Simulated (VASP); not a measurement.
# KBr (Fm-3m) in VASP: notebook

One crystal, KBr, is run at these levels: PBE; tasks: single point, relaxation of cell and atoms.

All numbers are computed with VASP 6.6.1; they aren't measurements. Logs are shortened: lines on timing, memory, paths and dates and some standing lists are left out, and cuts for length are marked.

### Step 1. Starting point

Symmetry: Fm-3m, No. 225, cubic system. Conventional cell: a = 6.002 Å, b = 6.002 Å, c = 6.002 Å, α = 90.00°, β = 90.00°, γ = 90.00°. K (site symmetry m-3m) is surrounded by 6 Br at 3.00 Å. Br (site symmetry m-3m) is surrounded by 6 K at 3.00 Å.

### Step 2. Single point, PBE

File INCAR:

```
SYSTEM = KBr
  ALGO = Fast
  EDIFF = 1E-6
  ENCUT = 520
  GGA = PE
  ISIF = 2
  ISMEAR = 0
  LASPH = .True.
  LCHARG = .False.
  LREAL = .False.
  LWAVE = .False.
  NBANDS = 15
  NELM = 100
  PREC = Accurate
  SIGMA = 0.01
```

File KPOINTS:

```
k-points
0
Gamma
  6 6 6
  0 0 0
```

File POSCAR:

```
KBr
1.0
    0.0000000000      3.0011191946      3.0011191946
    3.0011191946      0.0000000000      3.0011191946
    3.0011191946      3.0011191946      0.0000000000
K Br
1 1
Direct
    0.0000000000      0.0000000000      0.0000000000
    0.5000000000      0.5000000000      0.5000000000
```

Potentials or basis: VASP PAW PBE potentials, release 64 (K_sv, Br).

Started as:

```
$ cat potpaw_PBE.64/K_sv/POTCAR potpaw_PBE.64/Br/POTCAR > POTCAR
$ mpirun -np 1 vasp_std > vasp.out
```

OUTCAR:

```text
SYSTEM = KBr
   EDIFF = 1E-6
   ENCUT = 520
   GGA = PE
   ISIF = 2
   ISMEAR = 0
   LASPH = .True.
   LREAL = .False.
   NELM = 100
   PREC = Accurate

 ion  position               nearest neighbor table
   1  0.000  0.000  0.000-   2 3.00   2 3.00   2 3.00   2 3.00   2 3.00   2 3.00
   2  0.500  0.500  0.500-   1 3.00   1 3.00   1 3.00   1 3.00   1 3.00   1 3.00

  LATTYP: Found a face centered cubic cell.
 ALAT       =     6.0022383892

  Lattice vectors:

 A1 = (   0.0000000000,   3.0011191946,   3.0011191946)
 A2 = (   3.0011191946,   0.0000000000,   3.0011191946)
 A3 = (   3.0011191946,   3.0011191946,   0.0000000000)

Analysis of symmetry for initial positions (statically):
=====================================================================
 Subroutine PRICEL returns:
 Original cell was already a primitive cell.

 Routine SETGRP: Setting up the symmetry group for a
 face centered cubic supercell.

 Subroutine GETGRP returns: Found 48 space group operations
 (whereof 48 operations were pure point group operations)
 out of a pool of 48 trial point group operations.

The static configuration has the point symmetry O_h .

Analysis of symmetry for dynamics (positions and initial velocities):
=====================================================================
 Subroutine PRICEL returns:
 Original cell was already a primitive cell.

 Routine SETGRP: Setting up the symmetry group for a
 face centered cubic supercell.

 Subroutine GETGRP returns: Found 48 space group operations
 (whereof 48 operations were pure point group operations)
 out of a pool of 48 trial point group operations.

The dynamic configuration has the point symmetry O_h .

 Subroutine INISYM returns: Found 48 space group operations
 (whereof 48 operations are pure point group operations),
 and found     1 'primitive' translations

----------------------------------------------------------------------------------------

                                     Primitive cell

  volume of cell :      54.0605

  direct lattice vectors                    reciprocal lattice vectors
     0.000000000  3.001119195  3.001119195    -0.166604512  0.166604512  0.166604512
     3.001119195  0.000000000  3.001119195     0.166604512 -0.166604512  0.166604512
     3.001119195  3.001119195  0.000000000     0.166604512  0.166604512 -0.166604512

  length of vectors
     4.244223467  4.244223467  4.244223467     0.288567480  0.288567480  0.288567480

  position of ions in fractional coordinates (direct lattice)
     0.000000000  0.000000000  0.000000000
     0.500000000  0.500000000  0.500000000

  ion indices of the primitive-cell ions
   primitive index   ion index
                 1           1
                 2           2

----------------------------------------------------------------------------------------

 KPOINTS: k-points

Automatic generation of k-mesh.
 Grid dimensions read from file:
 generate k-points for:    6    6    6

 Generating k-lattice:

  Cartesian coordinates                     Fractional coordinates (reciprocal lattice)
    -0.027767419  0.027767419  0.027767419     0.166666667  0.000000000  0.000000000
     0.027767419 -0.027767419  0.027767419     0.000000000  0.166666667  0.000000000
     0.027767419  0.027767419 -0.027767419     0.000000000  0.000000000  0.166666667

  Length of vectors
     0.048094580  0.048094580  0.048094580

  Shift w.r.t. Gamma in fractional coordinates (k-lattice)
     0.000000000  0.000000000  0.000000000

 Subroutine IBZKPT returns following result:
 ===========================================

 Found     16 irreducible k-points:

 Following reciprocal coordinates:
            Coordinates               Weight
  0.000000  0.000000  0.000000      1.000000
  0.166667  0.000000  0.000000      8.000000
  0.333333  0.000000  0.000000      8.000000
  0.500000  0.000000  0.000000      4.000000
  0.166667  0.166667  0.000000      6.000000
  0.333333  0.166667  0.000000     24.000000
[... 8 lines left out ...]
 -0.333333  0.333333  0.166667     24.000000
 -0.333333  0.500000  0.166667     12.000000
   k-points           NKPTS =     16   k-points in BZ     NKDIM =     16   number of bands    NBANDS=     15
   number of dos      NEDOS =    301   number of ions     NIONS =      2
   total plane-waves  NPLWV =  32768
   dimension x,y,z NGX =    32 NGY =   32 NGZ =   32
   dimension x,y,z NGXF=    64 NGYF=   64 NGZF=   64
   ions per type =               1   1
   NGX,Y,Z   is equivalent  to a cutoff of  12.53, 12.53, 12.53 a.u.
   NGXF,Y,Z  is equivalent  to a cutoff of  25.07, 25.07, 25.07 a.u.
 SYSTEM =  KBr
   PREC   = accura    normal or accurate (medium, high low for compatibility)
   ISTART =      0    job   : 0-new  1-cont  2-samecut
   ICHARG =      2    charge: 1-file 2-atom 10-const
   ISPIN  =      1    spin polarized calculation?
   LNONCOLLINEAR =      F non collinear calculations
   LSORBIT =      F    spin-orbit coupling
   LASPH  =      T    aspherical Exc in radial PAW
   ENCUT  =  520.0 eV  38.22 Ry    6.18 a.u.   7.89  7.89  7.89*2*pi/ulx,y,z
   NELM   =    100;   NELMIN=  2; NELMDL= -5     # of ELM steps
   EDIFF  = 0.1E-05   stopping-criterion for ELM
   LREAL  =      F    real-space projection
   EDIFFG = 0.1E-04   stopping-criterion for IOM
   NSW    =      0    number of steps for IOM
   IBRION =     -1    ionic relax: 0-MD 1-quasi-New 2-CG
   NFREE  =      0    steps in history (QN), initial steepest desc. (CG)
   ISIF   =      2    stress and relaxation
   ISYM   =      2    0-nonsym 1-usesym 2-fastsym
   POTIM  = 0.5000    time-step for ionic-motion
   TEBEG  =    0.0;   TEEND  =   0.0 temperature during run
   PSTRESS=    0.0 pullay stress
   NELECT =      16.0000    total number of electrons
   NUPDOWN=      -1.0000    fix difference up-down
   EMIN   =  10.00;   EMAX   =-10.00  energy-range for DOS
   EFERMI =   0.00;   METHOD = LEGACY
   ISMEAR =     0;   SIGMA  =   0.01  broadening in eV -4-tet -1-fermi 0-gaus
   EFERMI_NEDOS =   21; number of points for ismear=-14 and -15
   IALGO  =     68    algorithm
   IMIX   =      4    mixing-type and parameters
     AMIX     =   0.40;   BMIX     =  1.00
     AMIX_MAG =   1.60;   BMIX_MAG =  1.00
  volume/ion in A,a.u.               =      27.03       182.41
  Fermi-wavevector in a.u.,A,eV,Ry     =   1.090992  2.061676 16.194520  1.190264
  Thomas-Fermi vector in A             =   2.227228
   LORBIT       =      0    0 simple, 1 ext, 2 COOP (PROOUT), +10 PAW based schemes
   GGA     = PE    functional components
   LHFCALC =     F    Hartree Fock is set to
   AEXX    =    0.0000 exact exchange contribution
   IVDW    =     0    specifies the selected vdW correction
   LEPSILON=     F    determine dielectric tensor
   LRPA    =     F    only Hartree local field effects (RPA)
 non-spin polarized calculation
 RMM-DIIS sequential band-by-band and
 Gauss-broadening in eV      SIGMA  =   0.01
  energy-cutoff  :      520.00
  volume of cell :       54.06
 maximum number of plane-waves:      1464
   NGX = 15   NGY = 15   NGZ = 15

 number of electron      16.0000003 magnetization

 Free energy of the ion-electron system (eV)
  ---------------------------------------------------
  ext. energy  EPLUGINS =         0.00000000
  ---------------------------------------------------
  free energy    TOTEN  =        -5.72971979 eV

  energy without entropy =       -5.72971979  energy(sigma->0) =       -5.72971979

 E-fermi :  -0.2682     XC(G=0):  -8.5805

 val. band max:       -0.3244785721   @ k =   0.0000   0.0000   0.0000
 cond. band min:       5.0056487318   @ k =   0.5000   0.5000   0.0000
 fundamental gap:      5.3301273039
 Fermi energy:        -0.2681979743

 k-point     1 :       0.0000    0.0000    0.0000
  band No.  band energies     occupation
      1     -27.6442      2.00000
      2     -13.0817      2.00000
      3     -11.1437      2.00000
      4     -11.1437      2.00000
      5     -11.1437      2.00000
      6      -0.3245      2.00000
      7      -0.3245      2.00000
      8      -0.3245      2.00000
      9       5.0283      0.00000
     10       7.1579      0.00000
     11       7.1579      0.00000
     12       7.1579      0.00000
     13       8.1875      0.00000
     14       8.1875      0.00000
     15      11.8918      0.00000

 k-point     2 :       0.1667    0.0000    0.0000
  band No.  band energies     occupation
      1     -27.6377      2.00000
      2     -13.1804      2.00000
      3     -11.1460      2.00000
      4     -11.1460      2.00000
      5     -11.0046      2.00000
      6      -0.9139      2.00000
      7      -0.5085      2.00000
      8      -0.5085      2.00000
      9       5.8441      0.00000
     10       7.1344      0.00000
     11       7.5869      0.00000
     12       7.5869      0.00000
     13       8.7622      0.00000
     14       8.7622      0.00000
     15      13.0896      0.00000

 k-point     3 :       0.3333    0.0000    0.0000
  band No.  band energies     occupation
      1     -27.6247      2.00000
      2     -13.3494      2.00000
      3     -11.1505      2.00000
      4     -11.1505      2.00000
      5     -10.7497      2.00000
      6      -1.8184      2.00000
      7      -0.8381      2.00000
      8      -0.8381      2.00000
      9       6.5653      0.00000
     10       8.2371      0.00000
     11       8.7440      0.00000
     12       8.7440      0.00000
     13      10.1795      0.00000
     14      10.1795      0.00000
     15      12.8265      0.00000
[... 199 lines left out ...]
 k-point    15 :      -0.3333    0.3333    0.1667
  band No.  band energies     occupation
      1     -27.6126      2.00000
      2     -13.1783      2.00000
      3     -11.2960      2.00000
      4     -11.2560      2.00000
      5     -10.8867      2.00000
      6      -1.6033      2.00000
      7      -1.1133      2.00000
      8      -0.9949      2.00000
      9       7.2006      0.00000
     10       7.5294      0.00000
     11       9.4036      0.00000
     12       9.8736      0.00000
     13      10.8089      0.00000
     14      11.5002      0.00000
     15      12.3612      0.00000

 k-point    16 :      -0.3333    0.5000    0.1667
  band No.  band energies     occupation
      1     -27.6109      2.00000
      2     -13.0338      2.00000
      3     -11.3859      2.00000
      4     -11.2981      2.00000
      5     -11.0146      2.00000
      6      -1.3015      2.00000
      7      -1.1169      2.00000
      8      -0.9568      2.00000
      9       6.0800      0.00000
     10       8.5958      0.00000
     11       8.7446      0.00000
     12       9.9954      0.00000
     13      10.5456      0.00000
     14      11.3413      0.00000
     15      12.4794      0.00000

------------------------ aborting loop because EDIFF is reached ----------------------------------------

  FORCE on cell =-STRESS in cart. coord.  units (eV):
  Direction    XX          YY          ZZ          XY          YZ          ZX
  --------------------------------------------------------------------------------------
  -------------------------------------------------------------------------------------
  Total        3.4256579      3.4256579      3.4256579     -0.0000000     -0.0000000      0.0000000
  in kB      101.5254325    101.5254325    101.5254325     -0.0000000     -0.0000000      0.0000000
  external PRESSURE =     101.5254325 kB  Pullay stress =       0.0000000 kB

 VOLUME and BASIS-vectors are now :
 -----------------------------------------------------------------------------
  energy-cutoff  :      520.00
  volume of cell :       54.06
      direct lattice vectors                 reciprocal lattice vectors
     0.000000000  3.001119195  3.001119195    -0.166604512  0.166604512  0.166604512
     3.001119195  0.000000000  3.001119195     0.166604512 -0.166604512  0.166604512
     3.001119195  3.001119195  0.000000000     0.166604512  0.166604512 -0.166604512

 POSITION                                       TOTAL-FORCE (eV/Angst)
 -----------------------------------------------------------------------------------
      0.00000      0.00000      0.00000         0.000000      0.000000     -0.000000
      3.00112      3.00112      3.00112        -0.000000     -0.000000      0.000000
 -----------------------------------------------------------------------------------
    total drift:                                0.000000     -0.000000     -0.000000

  FREE ENERGIE OF THE ION-ELECTRON SYSTEM (eV)
  ---------------------------------------------------
  free  energy   TOTEN  =        -5.7297197881 eV

  energy  without entropy=       -5.7297197881  energy(sigma->0) =       -5.72971979
```

Run time: 11 s. Hardware: 1 thread of Intel Xeon Platinum 8488C (Sapphire Rapids), shared host; peak memory 0.17 GiB.

Results:

* Free energy: -5.7297 eV
* Pressure: 10.2 GPa
* Band gap on the k mesh: 5.33 eV, indirect (least direct gap 5.35 eV)

Levels at points of the mesh, in eV from the valence-band top:
```tsv
k point	band 4	band 5	band 6	band 7	band 8	band 9	band 10	band 11	band 12	band 13
(0.00, 0.00, 0.00)	-10.82	-10.82	0.00	0.00	0.00	5.35	7.48	7.48	7.48	8.51
(0.50, 0.00, 0.00)	-10.83	-10.30	-1.87	-0.66	-0.66	7.15	9.17	10.43	10.43	10.95
(0.50, 0.50, 0.00)	-10.93	-10.93	-1.10	-0.38	-0.38	5.33	8.33	9.72	10.73	11.21
```

A k mesh can miss the band edges.

### Step 3. Relaxation of cell and atoms, PBE, target pressure 10 GPa, at which the enthalpy is minimised

This run uses another cell than the first one, of 35.94 Å³/atom, 1.330 times its volume.

File INCAR:

```
SYSTEM = KBr
  PREC = Accurate
  ENCUT = 600
  EDIFF = 1E-6
  ISMEAR = 0
  SIGMA = 0.01
  LREAL = .False.
  LASPH = .True.
  NELM = 100
  ALGO = Normal
  ISIF = 3
  LWAVE = .False.
  LCHARG = .False.
  GGA = PE
  IBRION = 2
  NSW = 80
  EDIFFG = -0.01
  PSTRESS = 100.0
```

File KPOINTS:

```
Automatic mesh
0
Gamma
  6 6 6
  0 0 0
```

File POSCAR:

```
KBr
1.0
    0.0000000000      3.3000000000      3.3000000000
    3.3000000000      0.0000000000      3.3000000000
    3.3000000000      3.3000000000      0.0000000000
K Br
1 1
Direct
    0.0000000000      0.0000000000      0.0000000000
    0.5000000000      0.5000000000      0.5000000000
```

Potentials or basis: VASP PAW PBE potentials, release 64 (K_sv, Br).

Started as:

```
$ cat potpaw_PBE.64/K_sv/POTCAR potpaw_PBE.64/Br/POTCAR > POTCAR
$ mpirun -np 1 vasp_std > vasp.out
```

Run time: 43 s. Hardware: 1 thread of Intel Xeon Platinum 8488C (Sapphire Rapids), shared host; peak memory 0.24 GiB.

Results (log left out):

| Property | Result |
| --- | --- |
| Free energy | -5.7379 eV |
| Relaxed volume | 27.09 Å³/atom |
| Relaxed cell | a = 4.247 Å, b = 4.247 Å, c = 4.247 Å, α = 60.00°, β = 60.00°, γ = 60.00° |
| Space group after relaxing (to 0.05 Å) | Fm-3m (No. 225) |
| Energy change on relaxing (the enthalpy is what falls) | +238.6 meV/atom |
| Ionic steps | 3 |
| Pressure after relaxing | 10.1 GPa |
| Band gap on the k mesh | 5.34 eV, indirect (least direct gap 5.34 eV) |

The path:
| step | energy change (eV) | largest force (eV/Å) | pressure (GPa) | volume (Å³) |
| --- | --- | --- | --- | --- |
| 1 | 0.0000 | 0.0000 | 0.77 | 71.87 |
| 2 | 0.5981 | 0.0000 | 11.97 | 52.42 |
| 3 | 0.4772 | 0.0000 | 10.05 | 54.18 |

Final structure:
```cif
data_structure
_symmetry_space_group_name_H-M 'P 1'
_symmetry_Int_Tables_number 1
_cell_length_a 4.2473
_cell_length_b 4.2473
_cell_length_c 4.2473
_cell_angle_alpha 60.000
_cell_angle_beta 60.000
_cell_angle_gamma 60.000
_cell_volume 54.18
loop_
_atom_site_label
_atom_site_type_symbol
_atom_site_fract_x
_atom_site_fract_y
_atom_site_fract_z
_atom_site_occupancy
K1 K 0.00000 0.00000 0.00000 1
Br1 Br 0.50000 0.50000 0.50000 1
```

Levels at points of the mesh, in eV from the valence-band top:
| k point | band 6 | band 7 | band 8 | band 9 | band 10 | band 11 |
| --- | --- | --- | --- | --- | --- | --- |
| (0.00, 0.00, 0.00) | 0.00 | 0.00 | 0.00 | 5.34 | 7.48 | 7.48 |
| (0.50, 0.00, 0.00) | -1.87 | -0.66 | -0.66 | 7.15 | 9.16 | 10.42 |
| (0.50, 0.50, 0.00) | -1.10 | -0.38 | -0.38 | 5.34 | 8.32 | 9.72 |

Caveat: the cell is relaxed towards a set pressure, so the enthalpy falls and the energy may rise; the volume moved by over 15 % at a fixed basis, so the end points are rough.
